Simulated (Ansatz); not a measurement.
A (111) slab of InP (Fm-3m (No. 225)), 9 planes, outer planes P (top) and P (bottom), with 9 atoms (In4P5) in a surface cell of A = 12.905 Å², as cut from the bulk:

```yaml
crystal:
  lattice:
    - [3.86019, 0.00000, 0.00000]
    - [-1.93010, 3.34302, 0.00000]
    - [0.00000, 0.00000, 27.60733]
  atoms:
    - { symbol: P, position: [0.33333, 0.66667, 0.27167] }
    - { symbol: In, position: [0.66667, 0.33333, 0.32875] }
    - { symbol: P, position: [0.00000, 0.00000, 0.38583] }
    - { symbol: In, position: [0.33333, 0.66667, 0.44292] }
    - { symbol: P, position: [0.66667, 0.33333, 0.50000] }
    - { symbol: In, position: [0.00000, 0.00000, 0.55708] }
    - { symbol: P, position: [0.33333, 0.66667, 0.61417] }
    - { symbol: In, position: [0.66667, 0.33333, 0.67125] }
    - { symbol: P, position: [0.00000, 0.00000, 0.72833] }
```

Computed with DFT PBEsol, scalar-relativistic, plane waves, PAW in Ansatz 0.2.0. Plane waves to 420 eV, a k mesh through Γ of 9×9×1 on the computed 9-atom cell and Gaussian smearing (0.10 eV); no spin polarisation. The cell repeats along c with a dipole correction in the vacuum.

The relaxed slab holds 4 formula units of InP and 1 further P. Against those formula units in the bulk and the further P in its standard state it lies 2.881 eV higher. The formation energy of InP from the standard states is -0.070 eV a formula unit (uncorrected, no zero-point or thermal terms).

(1) Over what range can the chemical potential of P vary, and what is the surface energy at both ends?

(2) How does its energy depend on growth conditions?

Answers

(1) In contact with the bulk, μ(P) + μ(In) is fixed. With Δμ counted from the standard states, Δμ(P) ≤ 0 keeps elemental P from forming, and Δμ(In) ≤ 0 requires Δμ(P) ≥ ΔH = -0.070 eV. Other compounds of P and In can narrow this range. Then γ, the mean of both faces, = [2.881 eV − 1.00·Δμ(P)]/(2A). At the P-rich end (Δμ = 0): 2.881/(2 × 12.905) × 16.02 = 1.79 J/m². At the P-poor end: (2.881 + 0.070)/(2 × 12.905) × 16.02 = 1.83 J/m².

(2) It carries an excess of P, so its energy falls by 0.62 J/m² for each eV that μ(P) rises: P-rich conditions lower it; whether it appears depends on the other terminations.

The reference crystal is the rock-salt form of InP, which isn't its usual structure.